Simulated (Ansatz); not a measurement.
**HgTe: input and output of an SCF run**

System: HgTe, a measured crystal structure (space group F-43m); the cell holds 2 atoms. Source: COD entry 1010949; the sample's temperature and pressure aren't taken into account, and it need not be the stable phase.

Theory: Ansatz development build ahead of 0.2.0, DFT, PBE, PAW, plane waves, scalar-relativistic.

The input:

```yaml
crystal:
  lattice:
    - [0.0, 3.18, 3.18]
    - [3.18, 0.0, 3.18]
    - [3.18, 3.18, 0.0]
  atoms:
    - { symbol: Hg, position: [0.0, 0.0, 0.0] }
    - { symbol: Te, position: [0.75, 0.75, 0.75] }
hamiltonian:
  xc: pbe
  pseudopotentials: { kind: paw }
basis:
  ecutwfc: 420
kpoints:
  mp_grid: { grid: [6, 6, 6] }
scf:
  occupations: { method: gaussian, width: 0.02 }
  lower_state_search: "off"
  algorithm: density_mixing
  max_iter: 80
  mixing: { algorithm: broyden, beta: 0.5, preconditioner: local_kerker }
output:
  forces: true
  stress: true
```

Launched as:
```sh
ansatz run input.yaml --threads 2 --pin off --max-ram 5120MiB --backend cpu --events-out ev --progress --plain --runs-dir out
```

What the program printed (shortened):

```
Pseudopotentials: kind: paw
Pseudopotential: Hg, paw, valence charge 20, recommended cutoff 420 eV (normal), Hg.paw.azcp
Pseudopotential: Te, paw, valence charge 16, recommended cutoff 420 eV (normal), Te.paw.azcp
Functional definition: PBE
Crystal: 2 atoms, lattice volume = 64.315 Å³
Basis set: ecut = 420 eV, 1243 PW (Γ), exchange–correlation on 64×64×64 points (8 copies of the dense FFT grid, shifted against one another)
Bands: 22, of which v1, the nominal top of the filled ones, is band 18 counted from 1 (17 counted from 0)
Symmetry: 24 space group operations
Space group: F-43m (ITA 216), of the structure as read, at distance tolerance 4.0e-5 Å
k-points: 16 of 216 (time reversal used)
Non-local potential: Hg, projectors of the file, l = 0: 3, l = 1: 2, l = 2: 2, l = 3: 1
Non-local potential: Te, projectors of the file, l = 0: 2, l = 1: 2, l = 2: 2, l = 3: 2
Initial density: superposition of atomic densities (neutral atoms: chi_scale 0, normalization atom), corrected by the library's trained network
Initial wavefunctions: pseudopotential atomic-orbital guess
Functional: x = pbe(κ = 0.804, μ = 0.2195149727645171), c = pbe(β = 0.06672455060314922)
SCF iter   1: F=—  HF=-20793.572549 eV  |F-HF|=—  |Δ(HF+E_count)|=         —  Δρ=1.02e-3  dr2=1.30e-3  ethr=1.77e-3  ⟨swp⟩=6.4  Hψ=1690  notcnv=0
SCF iter   2: F=—  HF=-20793.572440 eV  |F-HF|=—  |Δ(HF+E_count)|=   1.09e-4  Δρ=5.89e-4  dr2=4.48e-4  ethr=3.60e-6  ⟨swp⟩=3.1  Hψ=817  notcnv=0  κ⁻¹=1.0e0(r=1)
SCF iter   3: F=—  HF=-20793.572498 eV  |F-HF|=—  |Δ(HF+E_count)|=   5.75e-5  Δρ=1.59e-4  dr2=3.57e-5  ethr=1.24e-6  ⟨swp⟩=2.0  Hψ=549  notcnv=0  κ⁻¹=1.6e-1(r=2)
SCF iter   4: F=—  HF=-20793.572506 eV  |F-HF|=—  |Δ(HF+E_count)|=   8.46e-6  Δρ=5.18e-5  dr2=1.88e-6  ethr=9.91e-8  ⟨swp⟩=2.0  Hψ=501  notcnv=0  κ⁻¹=1.0e-3(r=3)
SCF iter   5: F=—  HF=-20793.572508 eV  |F-HF|=—  |Δ(HF+E_count)|=   1.89e-6  Δρ=1.38e-5  dr2=6.80e-8  ethr=2.78e-10  ⟨swp⟩=4.0  Hψ=1598  notcnv=0  κ⁻¹=6.1e-5(r=4)
SCF iter   6: F=-20793.572508 eV  HF=-20793.572508 eV  |F-HF|=3.63e-9  |Δ(HF+E_count)|=   1.64e-7  Δρ=5.10e-6  dr2=1.13e-8  ethr=1.89e-10  ⟨swp⟩=4.5  Hψ=1222  notcnv=0
SCF 1 converged in 6 iterations: F = -20793.572508 eV  dr2 = 1.13e-8
  greatest PAW one-centre occupation: 1.000 electrons in one spin orbital (limit 2), on the Hg atom at site 0 (counted from 0), in its partial waves of l = 0
SCF converged after 6 iterations
Stability not checked: this state was not tested for a lower state beside it, because the mixer in use, unlike msr1, does not test its closes by its own steps (another_mixer; see scf.mixing.algorithm and scf.lower_state_search)
Free energy (F): -20793.572508 eV
Harris-Foulkes:  -20793.572508 eV  (|F-HF|=3.63e-9)
Internal energy: -20793.572365 eV  (E = F + TS)
E sigma→0 (E₀):  -20793.572436 eV
Entropy (-TS):   -0.000143 eV (-0.071 meV/atom)
Fermi energy:    9.559782 eV
--- Per-component energies (eV) ---
  E_band       = -749.469219
  E_kinetic    = 785.968176
  E_local      = -4697.843825  (includes V_loc(G=0)·N_el)
  E_nonlocal   = -238.066927
  E_hartree    = 2294.378614
  E_xc         = -345.558129
  E_vxc        = -367.622208  (∫ρ·V_xc dr)
  E_paw        = -14606.614922  (= ΣΔE_a)
  E_vpaw       = -820.655829  (= ΣTr[D̂ρ^β])
  E_aug_tail   = 0.000715  (compensation charges beyond the density's cutoff)
  E_ewald      = -3985.836066
  E_smearing   = -0.000143  (= −TS)
  E_closure    = -0.000000  (closes the sum)
  Σ components = -20793.572508   (vs F -20793.572508, Δ=0.00e0)
--- Forces (eV/Å), atoms counted from 1 ---
  atom   1  Hg    -0.00000000     0.00000000     0.00000000
  atom   2  Te     0.00000000    -0.00000000     0.00000000
  max |Σ_I F_I| component: 9.71e-17 eV/Å
--- Stress (GPa, compression-positive) ---
        6.566605       0.000000      -0.000000
       -0.000000       6.566605       0.000000
       -0.000000       0.000000       6.566605
  P = ⅓ Tr σ = 6.5666 GPa (65.666 kbar)
```

The run took 0.74 s on 2 threads of Intel(R) Xeon(R) 6975P-C (Granite Rapids), on a shared host, peak memory 0.38 GiB.
